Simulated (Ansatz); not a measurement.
# Pd: energy along a strain

Pd, Fm-3m, a = 3.890 Å (as given, not relaxed at this level: 7.7 GPa). Ansatz: PBE, PAW, 420 eV, Γ-centred 20×20×20 mesh on 1 atom, Gaussian smearing 0.15 eV; no spin polarisation. Cell vectors (Å): 0.000 1.945 1.945; 1.945 0.000 1.945; 1.945 1.945 0.000. The cell is strained by x per cent times the pattern (0 0 0 0 1 0) in the order xx yy zz yz xz xy (engineering shears), with fractional coordinates held. y is the free energy over the start, V0 = 14.714 Å³/atom. Symmetry makes y even in x. Points with a strain past 8.5 % were computed too (2) and aren't used here.

```tsv
x (%)	y (meV/atom)
-5.00	9.95
0.00	0.00
1.25	?
2.50	2.44
3.75	5.54
6.25	15.75
7.50	23.03
```

Question: Fit y = c2 x² + c4 x⁴ to the other rows, get the stiffness along the pattern, and predict the missing energy.

Answer: Least squares on the rows shown. y = 0.38883 x² + 0.00036637 x⁴. The clamped-ion stiffness p·C·p = 2 × 3.888 eV × 160.2 / 14.714 Å³ = 85 GPa, which is C55 in these axes (C44 of the cubic crystal) (second derivative at the start, which stands under stress). At x = 1.25 the fit asked for gives 0.61 meV/atom. The run gave 0.61 meV/atom, the same to the digits shown.